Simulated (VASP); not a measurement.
# AgCl (Chlorargyrite) (Fm-3m) in VASP: further runs

Aim: see how the results for AgCl (Chlorargyrite) move with the level of theory and the settings. Levels: r2SCAN, PBEsol. Tasks: relaxation of cell and atoms, single point.

All numbers are computed with VASP 6.6.1; they aren't measurements. Logs are shortened: lines on timing, memory, paths and dates and some standing lists are left out, and cuts for length are marked.

**The experiment to reproduce.**

A printed reference work, data compilation reports, for a bulk crystal of AgCl: band gap 3.249 eV (indirect).

How close the calculation comes is told below.

## 1. The crystal as given

The structure is cubic, space group Fm-3m (No. 225). The conventional cell has a = 5.611 Å, b = 5.611 Å, c = 5.611 Å, α = 90.00°, β = 90.00°, γ = 90.00°. Ag (site symmetry m-3m) is surrounded by 6 Cl at 2.81 Å. Cl (site symmetry m-3m) is surrounded by 6 Ag at 2.81 Å.

## 2. Relaxation of cell and atoms, r2SCAN

Contents of POSCAR:

```
AgCl
1.0
    0.0000000000      2.8053419179      2.8053419179
    2.8053419179      0.0000000000      2.8053419179
    2.8053419179      2.8053419179      0.0000000000
Ag Cl
1 1
Direct
    0.0000000000      0.0000000000      0.0000000000
    0.5000000000      0.5000000000      0.5000000000
```

Contents of INCAR.step1:

```
  ALGO = Normal
  EDIFF = 1E-4
  ENCUT = 600
  GGA = PE
  ISMEAR = -1
  LASPH = True
  LCHARG = False
  LREAL = False
  LWAVE = True
  NELM = 100
  PREC = Accurate
  SIGMA = 0.02
```

Contents of INCAR.step2:

```
  ALGO = Normal
  EDIFF = 1E-6
  EDIFFG = -0.005
  ENCUT = 600
  IBRION = 2
  ISIF = 3
  ISMEAR = -1
  ISTART = 1
  LASPH = True
  LCHARG = False
  LMIXTAU = True
  LREAL = False
  LWAVE = False
  METAGGA = R2SCAN
  NELM = 100
  NSW = 80
  PREC = Accurate
  SIGMA = 0.02
```

Contents of KPOINTS:

```
k-points
0
Gamma
  8 8 8
```

Potentials or basis: VASP PAW PBE potentials, release 64 (Ag, Cl).

The run is started by

```console
> cat potpaw_PBE.64/Ag/POTCAR potpaw_PBE.64/Cl/POTCAR > POTCAR
> cp INCAR.step1 INCAR
> mpirun -np 1 vasp_std > vasp.out
> cp INCAR.step2 INCAR
> mpirun -np 1 vasp_std > vasp.out
```

OUTCAR:

```text
EDIFF = 1E-6
   EDIFFG = -0.005
   ENCUT = 600
   IBRION = 2
   ISIF = 3
   ISMEAR = -1
   ISTART = 1
   LASPH = True
   LREAL = False
   METAGGA = R2SCAN
   NELM = 100
   NSW = 80
   PREC = Accurate

 ion  position               nearest neighbor table
   1  0.000  0.000  0.000-   2 2.81   2 2.81   2 2.81   2 2.81   2 2.81   2 2.81
   2  0.500  0.500  0.500-   1 2.81   1 2.81   1 2.81   1 2.81   1 2.81   1 2.81

  LATTYP: Found a face centered cubic cell.
 ALAT       =     5.6106838358

  Lattice vectors:

 A1 = (   0.0000000000,   2.8053419179,   2.8053419179)
 A2 = (   2.8053419179,   0.0000000000,   2.8053419179)
 A3 = (   2.8053419179,   2.8053419179,   0.0000000000)

Analysis of symmetry for initial positions (statically):
=====================================================================
 Subroutine PRICEL returns:
 Original cell was already a primitive cell.

 Routine SETGRP: Setting up the symmetry group for a
 face centered cubic supercell.

 Subroutine GETGRP returns: Found 48 space group operations
 (whereof 48 operations were pure point group operations)
 out of a pool of 48 trial point group operations.

The static configuration has the point symmetry O_h .

Analysis of symmetry for dynamics (positions and initial velocities):
=====================================================================
 Subroutine PRICEL returns:
 Original cell was already a primitive cell.

 Routine SETGRP: Setting up the symmetry group for a
 face centered cubic supercell.

 Subroutine GETGRP returns: Found 48 space group operations
 (whereof 48 operations were pure point group operations)
 out of a pool of 48 trial point group operations.

The dynamic configuration has the point symmetry O_h .

 Subroutine INISYM returns: Found 48 space group operations
 (whereof 48 operations are pure point group operations),
 and found     1 'primitive' translations

----------------------------------------------------------------------------------------

                                     Primitive cell

  volume of cell :      44.1558

  direct lattice vectors                    reciprocal lattice vectors
     0.000000000  2.805341918  2.805341918    -0.178231394  0.178231394  0.178231394
     2.805341918  0.000000000  2.805341918     0.178231394 -0.178231394  0.178231394
     2.805341918  2.805341918  0.000000000     0.178231394  0.178231394 -0.178231394

  length of vectors
     3.967352587  3.967352587  3.967352587     0.308705829  0.308705829  0.308705829

  position of ions in fractional coordinates (direct lattice)
     0.000000000  0.000000000  0.000000000
     0.500000000  0.500000000  0.500000000

  ion indices of the primitive-cell ions
   primitive index   ion index
                 1           1
                 2           2

----------------------------------------------------------------------------------------

 KPOINTS: k-points

Automatic generation of k-mesh.
 Grid dimensions read from file:
 generate k-points for:    8    8    8

 Generating k-lattice:

  Cartesian coordinates                     Fractional coordinates (reciprocal lattice)
    -0.022278924  0.022278924  0.022278924     0.125000000  0.000000000  0.000000000
     0.022278924 -0.022278924  0.022278924     0.000000000  0.125000000  0.000000000
     0.022278924  0.022278924 -0.022278924     0.000000000  0.000000000  0.125000000

  Length of vectors
     0.038588229  0.038588229  0.038588229

  Shift w.r.t. Gamma in fractional coordinates (k-lattice)
     0.000000000  0.000000000  0.000000000

 Subroutine IBZKPT returns following result:
 ===========================================

 Found     29 irreducible k-points:

 Following reciprocal coordinates:
            Coordinates               Weight
  0.000000  0.000000  0.000000      1.000000
  0.125000  0.000000  0.000000      8.000000
  0.250000  0.000000  0.000000      8.000000
  0.375000  0.000000  0.000000      8.000000
  0.500000  0.000000  0.000000      4.000000
  0.125000  0.125000  0.000000      6.000000
[... 16 lines left out ...]
  0.500000  0.250000  0.125000     48.000000
 -0.375000  0.250000  0.125000     24.000000
 [... further k-points ...]
   k-points           NKPTS =     29   k-points in BZ     NKDIM =     29   number of bands    NBANDS=     13
   number of dos      NEDOS =    301   number of ions     NIONS =      2
   total plane-waves  NPLWV =  32768
   dimension x,y,z NGX =    32 NGY =   32 NGZ =   32
   dimension x,y,z NGXF=    64 NGYF=   64 NGZF=   64
   ions per type =               1   1
   NGX,Y,Z   is equivalent  to a cutoff of  13.41, 13.41, 13.41 a.u.
   NGXF,Y,Z  is equivalent  to a cutoff of  26.82, 26.82, 26.82 a.u.
 SYSTEM =  unknown system
   PREC   = accura    normal or accurate (medium, high low for compatibility)
   ISTART =      1    job   : 0-new  1-cont  2-samecut
   ICHARG =      0    charge: 1-file 2-atom 10-const
   ISPIN  =      1    spin polarized calculation?
   LNONCOLLINEAR =      F non collinear calculations
   LSORBIT =      F    spin-orbit coupling
   LASPH  =      T    aspherical Exc in radial PAW
   ENCUT  =  600.0 eV  44.10 Ry    6.64 a.u.   7.92  7.92  7.92*2*pi/ulx,y,z
   NELM   =    100;   NELMIN=  2; NELMDL=  0     # of ELM steps
   EDIFF  = 0.1E-05   stopping-criterion for ELM
   LREAL  =      F    real-space projection
   EDIFFG = -.5E-02   stopping-criterion for IOM
   NSW    =     80    number of steps for IOM
   IBRION =      2    ionic relax: 0-MD 1-quasi-New 2-CG
   NFREE  =      1    steps in history (QN), initial steepest desc. (CG)
   ISIF   =      3    stress and relaxation
   ISYM   =      2    0-nonsym 1-usesym 2-fastsym
   POTIM  = 0.5000    time-step for ionic-motion
   TEBEG  =    0.0;   TEEND  =   0.0 temperature during run
   PSTRESS=    0.0 pullay stress
   NELECT =      18.0000    total number of electrons
   NUPDOWN=      -1.0000    fix difference up-down
   EMIN   =  10.00;   EMAX   =-10.00  energy-range for DOS
   EFERMI =   0.00;   METHOD = LEGACY
   ISMEAR =    -1;   SIGMA  =   0.02  broadening in eV -4-tet -1-fermi 0-gaus
   EFERMI_NEDOS =   21; number of points for ismear=-14 and -15
   IALGO  =     38    algorithm
   IMIX   =      4    mixing-type and parameters
     AMIX     =   0.40;   BMIX     =  1.00
     AMIX_MAG =   1.60;   BMIX_MAG =  1.00
  volume/ion in A,a.u.               =      22.08       148.99
  Fermi-wavevector in a.u.,A,eV,Ry     =   1.213864  2.293869 20.047704  1.473465
  Thomas-Fermi vector in A             =   2.349302
   LORBIT       =      0    0 simple, 1 ext, 2 COOP (PROOUT), +10 PAW based schemes
   METAGGA = R2SCAN    functional components
   LHFCALC =     F    Hartree Fock is set to
   AEXX    =    0.0000 exact exchange contribution
   IVDW    =     0    specifies the selected vdW correction
   LEPSILON=     F    determine dielectric tensor
   LRPA    =     F    only Hartree local field effects (RPA)
 conjugate gradient relaxation of ions
 non-spin polarized calculation
  energy-cutoff  :      600.00
  volume of cell :       44.16
 maximum number of plane-waves:      1490
   NGX = 15   NGY = 15   NGZ = 15

--------------------------------------- Ionic step        1  -------------------------------------------

 number of electron      18.0000003 magnetization

 Free energy of the ion-electron system (eV)
  ---------------------------------------------------
  ext. energy  EPLUGINS =         0.00000000
  ---------------------------------------------------
  free energy    TOTEN  =       -28.63609065 eV

  energy without entropy =      -28.63609065  energy(sigma->0) =      -28.63609065

------------------------ aborting loop because EDIFF is reached ----------------------------------------

  FORCE on cell =-STRESS in cart. coord.  units (eV):
  Direction    XX          YY          ZZ          XY          YZ          ZX
  --------------------------------------------------------------------------------------
  -------------------------------------------------------------------------------------
  Total       -0.4590607     -0.4590607     -0.4590607      0.0000000     -0.0000000      0.0000000
  in kB      -16.6568665    -16.6568665    -16.6568665      0.0000000     -0.0000000      0.0000000
  external PRESSURE =     -16.6568665 kB  Pullay stress =       0.0000000 kB
[... 57 lines left out ...]
  energy  without entropy=      -28.6444504598  energy(sigma->0) =      -28.64445046

--------------------------------------- Ionic step        3  -------------------------------------------

 number of electron      18.0000002 magnetization

 Free energy of the ion-electron system (eV)
  ---------------------------------------------------
  ext. energy  EPLUGINS =         0.00000000
  ---------------------------------------------------
  free energy    TOTEN  =       -28.64448835 eV

  energy without entropy =      -28.64448835  energy(sigma->0) =      -28.64448835

 E-fermi :   3.9861     XC(G=0): -10.5131

 val. band max:        3.5491431793   @ k =   0.5000   0.0000   0.0000
 cond. band min:       4.9725366199   @ k =   0.0000   0.0000   0.0000
 fundamental gap:      1.4233934406
 Fermi energy:         3.9860566674

 k-point     1 :       0.0000    0.0000    0.0000
  band No.  band energies     occupation
      1     -12.2700      2.00000
      2       1.1003      2.00000
      3       1.1003      2.00000
      4       1.1003      2.00000
      5       1.1129      2.00000
      6       1.1129      2.00000
      7       1.1129      2.00000
      8       1.1640      2.00000
      9       1.1640      2.00000
     10       4.9725      0.00000
     11      14.8870      0.00000
     12      14.8870      0.00000
     13      14.8870      0.00000
[... 353 lines left out ...]
 k-point    24 :      -0.3750    0.2500    0.1250
  band No.  band energies     occupation
      1     -11.8078      2.00000
      2      -1.3785      2.00000
      3      -0.6558      2.00000
      4      -0.6113      2.00000
      5       1.4119      2.00000
      6       1.4770      2.00000
      7       1.7283      2.00000
      8       2.5740      2.00000
      9       3.0743      2.00000
     10       9.0900      0.00000
     11       9.7120      0.00000
     12      12.1768      0.00000
     13      12.7280      0.00000

 [... further k-points ...]

------------------------ aborting loop because EDIFF is reached ----------------------------------------

  FORCE on cell =-STRESS in cart. coord.  units (eV):
  Direction    XX          YY          ZZ          XY          YZ          ZX
  --------------------------------------------------------------------------------------
  -------------------------------------------------------------------------------------
  Total       -0.0050318     -0.0050318     -0.0050318      0.0000000      0.0000000      0.0000000
  in kB       -0.1891957     -0.1891957     -0.1891957      0.0000000      0.0000000      0.0000000
  external PRESSURE =      -0.1891957 kB  Pullay stress =       0.0000000 kB
[... 17 lines left out ...]
  FREE ENERGIE OF THE ION-ELECTRON SYSTEM (eV)
  ---------------------------------------------------
  free  energy   TOTEN  =       -28.6444883536 eV

  energy  without entropy=      -28.6444883536  energy(sigma->0) =      -28.64448835

 reached required accuracy - stopping structural energy minimisation
```

Wall time 1.7 min (1 thread of Intel Xeon Platinum 8488C (Sapphire Rapids), shared host); peak memory 0.21 GiB.

What came out:

- Free energy: -28.6445 eV
- Relaxed volume: 21.31 Å³/atom
- Relaxed cell: a = 3.921 Å, b = 3.921 Å, c = 3.921 Å, α = 60.00°, β = 60.00°, γ = 60.00°
- Space group after relaxing (to 0.05 Å): Fm-3m (No. 225)
- Energy gained by relaxing: 4.2 meV/atom
- Ionic steps: 3
- Pressure after relaxing: 0.0 GPa
- Band gap on the k mesh: 1.42 eV, indirect (least direct gap 3.70 eV)

Step by step:
| step | energy change (eV) | largest force (eV/Å) | pressure (GPa) | volume (Å³) |
| --- | --- | --- | --- | --- |
| 1 | 0.0000 | 0.0000 | -1.67 | 44.16 |
| 2 | -0.0084 | 0.0000 | -0.12 | 42.71 |
| 3 | -0.0084 | 0.0000 | -0.02 | 42.61 |

Final structure:
```
Ag Cl
1.0
     0.00000    2.77224    2.77224
     2.77224    0.00000    2.77224
     2.77224    2.77224    0.00000
Ag Cl
1 1
Cartesian
  0.0000 0.0000 0.0000
  2.7722 2.7722 2.7722
```

Caveat: the PAW data sets were made with another functional, which shifts forces and pressure a little. A k mesh can miss the band edges.

(Continued in part 2 of 2.)
